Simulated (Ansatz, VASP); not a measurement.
**One calculation of Sn, two programs**

```xyz
1
Lattice="-2.0292 2.0292 1.6608 2.0292 -2.0292 1.6608 2.0292 2.0292 -1.6608" Properties=species:S:1:pos:R:3 pbc="T T T"
Sn    0.0000    0.0000    0.0000
```

This isn't the form of Sn at room conditions, which is tetragonal (white tin).

Alike in both runs: task single point; functional BLYP; k mesh 10 × 10 × 10; occupations methfessel-paxton of order 1, width 0.1 eV; no spin polarisation.

```csv
,VASP,Ansatz
version,VASP 6.6.1,Ansatz 0.2.0
potentials or method,"VASP PAW PBE potentials, release 64 (Sn_d), cutoff 520 eV","all-electron LAPW, scalar-relativistic"
```

VASP gave:

```
gap on the k mesh at the Fermi level (eV)       : none
pressure (GPa)                                  : 5.4
largest component of the traceless stress (GPa) : 0.45
```

Estimate Ansatz's values.

gap on the k mesh at the Fermi level (eV): none; pressure (GPa): 5.5; largest component of the traceless stress (GPa): 0.44.

A gap of «none» marks a metal or a gap that the smearing closes. Ansatz ran all-electron here, so the differences hold the error of VASP's frozen core and of both bases.

Caveats: the PAW data sets were made with another functional, which shifts forces and pressure a little (VASP).
